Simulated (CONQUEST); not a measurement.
**PbS (Galena) under changes of volume**

One of the cells (26.086 Å³/atom); the others are scaled copies at fixed shape and fractional positions:

```
CELL_PARAMETERS angstrom
4.19420 0.00000 0.00000
0.00000 4.19420 0.00000
0.00000 0.00000 5.93150
ATOMIC_POSITIONS crystal
Pb 0.00000 0.00000 0.00000
Pb 0.50000 0.50000 0.50000
S 0.00000 0.00000 0.50000
S 0.50000 0.50000 0.00000
```

* Program: CONQUEST 1.3
* Functional: PBE
* Potentials or basis: PseudoDojo NC PBE, SZP, grid of 40 × 40 × 60 points
* k mesh: 6 × 6 × 5
* Occupations: fermi-dirac, width 0.05 eV
* Spin: no spin polarisation

| volume (Å³/atom) | energy over the lowest point (meV/atom) | pressure (GPa) |
| --- | --- | --- |
| 24.521 | 68.29 | 8.3 |
| 25.042 | 44.50 | 6.3 |
| 25.564 | 26.56 | 4.8 |
| 26.086 | 13.43 | 3.3 |
| 26.607 | ? | ? |
| 27.129 | 0.60 | 0.8 |
| 27.651 | 0.00 | -0.3 |

What does the run at 26.607 Å³/atom give?

Energy over the lowest point 4.99 meV/atom; pressure 2.0 GPa.

Worked out: A Birch-Murnaghan fit of order 3 (a polynomial in V^(-2/3)) to the other rows has its minimum at 27.48 Å³/atom with B0 = V·E''(V) = 56 GPa and B' = 4.4. It gives 4.98 meV/atom at 26.607 Å³/atom, against the run's 4.99, and -dE/dV = 1.9 GPa, against 2.0.

Energies are extrapolated to zero smearing.

Caveats: the atomic basis is small; the basis of atomic orbitals isn't converged, which shifts pressures, moduli and gaps; the real-space grid breaks the cell's symmetry a little (some runs).
